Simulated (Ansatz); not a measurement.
## A sublattice moved along a line in BN

Level of theory: Ansatz, DFT r2SCAN, scalar-relativistic, plane waves, PAW. Settings: plane waves to 500 eV, k-mesh 12×12×6 (Γ-centred), Gaussian smearing 0.05 eV. No spin polarisation. Energies are free energies at this smearing, counted from the undisturbed cell; pressure is positive in compression.

The starting cell (as given, not relaxed at this level; it stands at -4.7 GPa; this wurtzite form isn't the usual structure):

```xyz
4
Lattice="2.5539 0.0000 0.0000 -1.2770 2.2118 0.0000 0.0000 0.0000 4.2269" Properties=species:S:1:pos:R:3 pbc="T T T"
B     1.2770    0.7373    4.2257
B     0.0000    1.4745    2.1123
N     1.2770    0.7373    2.6430
N     0.0000    1.4745    0.5295
```

Every B atom is moved by x along the Cartesian unit vector (0.577, 0.577, 0.577); the cell and all other atoms stay fixed.

| x (Å) | ΔE (meV/cell) |
| --- | --- |
| -0.2000 | 831.8 |
| -0.1500 | 488.4 |
| -0.1000 | 226.2 |
| -0.0500 | 59.2 |
| 0.0000 | 0.0 |
| 0.0500 | 59.7 |
| 0.1000 | 247.7 |
| 0.1500 | 571.9 |
| 0.1750 | 787.1 |
| 0.2000 | 1038.8 |

(1) Predict the pressure (GPa) at each point.

Results:

(1)
```
  x (Å) pressure (GPa)
-0.2000             4.1
-0.1500             0.3
-0.1000            -2.6
-0.0500            -4.3
 0.0000            -4.7
 0.0500            -3.7
 0.1000            -1.1
 0.1500             3.3
 0.1750             6.2
 0.2000             9.5
```